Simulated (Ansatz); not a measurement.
# PbS: the cost of one run

Computed with Ansatz 0.2.0 (plane waves, PAW, unless a step's input says otherwise).

3 further runs of the same task are left out: 3 that didn't finish.

## (1) The structure to begin with

Symmetry: P6_3mc, No. 186, hexagonal system. The conventional cell has a = 4.997 Å, b = 4.997 Å, c = 5.998 Å, α = 90.00°, β = 90.00°, γ = 120.00°. Pb (site symmetry 3m) is surrounded by 5 S at 2.89 to 3.02 Å. S (site symmetry 3m) has 5 Pb at 2.89 to 3.02 Å as nearest neighbours.

Coordinates:

```cif
data_structure
_symmetry_space_group_name_H-M 'P6_3mc'
_symmetry_Int_Tables_number 186
_cell_length_a 4.9970
_cell_length_b 4.9970
_cell_length_c 5.9977
_cell_angle_alpha 90.000
_cell_angle_beta 90.000
_cell_angle_gamma 120.000
_cell_volume 129.70
loop_
_atom_site_label
_atom_site_type_symbol
_atom_site_symmetry_multiplicity
_atom_site_Wyckoff_symbol
_atom_site_fract_x
_atom_site_fract_y
_atom_site_fract_z
_atom_site_occupancy
Pb1 Pb 2 b 0.33333 0.66667 0.93592 1
S1 S 2 b 0.33333 0.66667 0.43908 1
```

Cell and atoms come from an earlier r2SCAN relaxation. No run includes spin-orbit coupling, which matters for Pb.

## (2) PBE, anion s p, 6×6×4

File input.yaml:

```yaml
crystal:
  lattice:
    - [4.9970300227, 0.0, 0.0]
    - [-2.4985150114, 4.3275549432, 0.0]
    - [0.0, 0.0, 5.9976969638]
  atoms:
    - { symbol: Pb, position: [0.3333333333, 0.6666666667, -0.0640822957] }
    - { symbol: Pb, position: [0.6666666667, 0.3333333333, 0.4359177043] }
    - { symbol: S, position: [0.3333333333, 0.6666666667, 0.4390822957] }
    - { symbol: S, position: [0.6666666667, 0.3333333333, 0.9390822957] }
kpoints:
  mp_grid: { grid: [6, 6, 4] }
  band_path:
    path:
      - [[0.0, 0.0, 0.0], [0.5, -3.982214484662e-17, -1.482322437949e-35], [0.3333333333333, 0.3333333333333, -1.0614682607e-35], [0.0, 0.0, 0.0], [5.733042910207e-52, 3.13262161513e-52, 0.5], [0.5, -3.982214484662e-17, 0.5], [0.3333333333333, 0.3333333333333, 0.5], [5.733042910207e-52, 3.13262161513e-52, 0.5]]
      - [[0.5, -3.982214484662e-17, 0.5], [0.5, -3.982214484662e-17, -1.482322437949e-35]]
      - [[0.3333333333333, 0.3333333333333, 0.5], [0.3333333333333, 0.3333333333333, -1.0614682607e-35]]
    npoints: 10
hamiltonian:
  xc: pbe
scf:
  occupations: { method: fixed }
  n_extra_bands: 6
output:
  forces: false
  stress: false
  eigenvalues: true
  wannier:
    kmesh: [6, 6, 4]
    projections: [{ species: S, l: s }, { species: S, l: p }]
    minimise: true
    write_hr: true
    conv_tol: 1.0e-08
    max_iter: 3000
```

The run is started by

```
$ ansatz run input.yaml --threads 4 --pin off --max-ram 3686MiB --backend cpu --events-out ev --progress --plain --runs-dir out
```

**Question.** How long does this run take on 4 threads of AMD EPYC 9R45 (Zen 5), shared host, and how much memory does it need?

About 3.2 s, with a peak of 0.51 GiB.
